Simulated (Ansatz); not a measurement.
The system is ZrSe2.

```xyz
3
Lattice="3.7980 0.0000 0.0000 -1.8990 3.2892 0.0000 0.0000 0.0000 6.1920" Properties=species:S:1:pos:R:3 pbc="T T T"
Zr    0.0000    0.0000    0.0000
Se    1.8990    1.0964    4.6440
Se    0.0000    2.1928    1.5480
```

```yaml
Program: Ansatz 0.2.0
Task: relaxation of cell and atoms
Functional: LDA
Potentials_or_basis: Ansatz PAW
Cutoff: "420 eV (not typed: the program's choice for these potentials)"
k_mesh: 8 × 8 × 5
Occupations: fermi-dirac, width 0.05 eV
Spin: no spin polarisation
Hubbard_terms: Zr d U = 3 eV
```

At the start: volume 25.78 Å³/atom.

**Question.** Where does the relaxation end?

**Answer.** It ends after 6 steps and the volume is 24.61 Å³/atom (-4.6 %); space group P-3m1 (No. 164, to 0.05 Å).

The path:
| step | energy change (eV) | largest force (eV/Å) | volume (Å³) |
| --- | --- | --- | --- |
| 1 | 0.0000 | 0.0866 | 77.35 |
| 2 | -0.0111 | 0.0338 | 75.28 |
| 3 | -0.0144 | 0.0341 | 73.46 |
| 4 | -0.0146 | 0.0125 | 73.70 |
| 5 | -0.0146 | 0.0017 | 73.82 |
| 6 | -0.0140 | 0.0016 | 73.82 |

Final structure:
```cif
data_structure
_symmetry_space_group_name_H-M 'P 1'
_symmetry_Int_Tables_number 1
_cell_length_a 3.7717
_cell_length_b 3.7717
_cell_length_c 5.9917
_cell_angle_alpha 90.000
_cell_angle_beta 90.000
_cell_angle_gamma 120.000
_cell_volume 73.82
loop_
_atom_site_label
_atom_site_type_symbol
_atom_site_fract_x
_atom_site_fract_y
_atom_site_fract_z
_atom_site_occupancy
Zr1 Zr 0.00000 0.00000 0.00000 1
Se1 Se 0.66667 0.33333 0.73903 1
Se2 Se 0.33333 0.66667 0.26097 1
```

Caveat: the plane-wave basis is chosen anew once the cell has moved, so the energies of steps on either side of that aren't comparable; the PAW data sets come from PBE, with cores solved anew for the run's functional, which leaves a small shift of forces and pressure.
